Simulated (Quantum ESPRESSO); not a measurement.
Sn: equation of state with PBEsol

The system is Sn.

```xyz
1
Lattice="-1.7265 1.7755 2.3383 1.7265 -1.7755 2.3383 1.7265 1.7755 -2.3383" Properties=species:S:1:pos:R:3 pbc="T T T"
Sn    0.0000    0.0000    0.0000
```

This isn't the form of Sn at room conditions, which is tetragonal (white tin).

```
Program             : Quantum ESPRESSO 7.5
Task                : equation of state
Functional          : PBEsol
Potentials or basis : GBRV 1.5 PBEsol
Cutoff              : 925 eV
Density cutoff      : 7401 eV
k mesh              : 11 × 11 × 11
Occupations         : fermi-dirac, width 0.05 eV
Spin                : no spin polarisation
```

The equilibrium volume is 26.56 Å³/atom (rough: see the caveat). The bulk modulus at fixed shape and positions is 57 GPa (rough).

Energy against volume, from the lowest point:
| volume (Å³/atom) | energy (meV/atom) |
| --- | --- |
| 26.953 | 0.00 |
| 27.526 | 4.86 |
| 28.100 | 13.27 |
| 28.673 | 24.84 |
| 29.247 | 39.17 |
| 29.820 | 55.96 |
| 30.394 | 74.90 |

All runs of the series together: 6.5 min on 2 threads of Intel(R) Xeon(R) Processor @ 2.70GHz (shared host).

Caveat: the minimum lies outside the volumes run; the cell was scaled at fixed shape and fractional positions, which overstates the stiffness of a crystal with free parameters, most of all of layers and chains.
